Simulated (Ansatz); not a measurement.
The system is Co.

```xyz
4
Lattice="2.4706 0.0000 0.0000 -1.2353 2.1396 0.0000 0.0000 0.0000 8.0882" Properties=species:S:1:pos:R:3 pbc="T T T"
Co    1.2353    0.7132    6.0662
Co    0.0000    0.0000    4.0441
Co    0.0000    1.4264    2.0221
Co    0.0000    0.0000    0.0000
```

- Program: Ansatz 0.2.0
- Task: relaxation of cell and atoms
- Functional: rPW86-PBE
- Potentials or basis: Ansatz PAW
- Cutoff: 420 eV (not typed: the program's choice for these potentials)
- k mesh: 12 × 12 × 4
- Occupations: fermi-dirac, width 0.05 eV
- Spin: collinear spin, ferromagnetic start
- Starting moments: [2.0, 2.0, 2.0, 2.0] μB

At the start: volume 10.69 Å³/atom.

Task: How do energy, volume and symmetry change on relaxing?

Result: It ends after 7 steps and the volume is 11.34 Å³/atom (+6.1 %); space group P6_3/mmc (No. 194, to 0.05 Å); moment 6.67 μB per cell.

Step by step:
```
step  energy change (eV)  largest force (eV/Å)  volume (Å³)
   1              0.0000                0.0000        42.75
   2             -0.0777                0.0000        44.07
   3             -0.0997                0.0000        45.24
   4             -0.0997                0.0000        45.32
   5             -0.1045                0.0000        45.32
   6             -0.1044                0.0000        45.36
   7             -0.1045                0.0000        45.36
```

Final structure:
```
Co
1.0
     2.53001    0.00000    0.00000
    -1.26500    2.19105    0.00000
     0.00000    0.00000    8.18351
Co
4
Cartesian
  1.2650 0.7304 6.1376
  0.0000 0.0000 4.0918
  0.0000 1.4607 2.0459
  0.0000 0.0000 0.0000
```

Caveat: the plane-wave basis is chosen anew once the cell has moved, so the energies of steps on either side of that aren't comparable; the PAW data sets come from PBE, with cores solved anew for the run's functional, which leaves a small shift of forces and pressure.
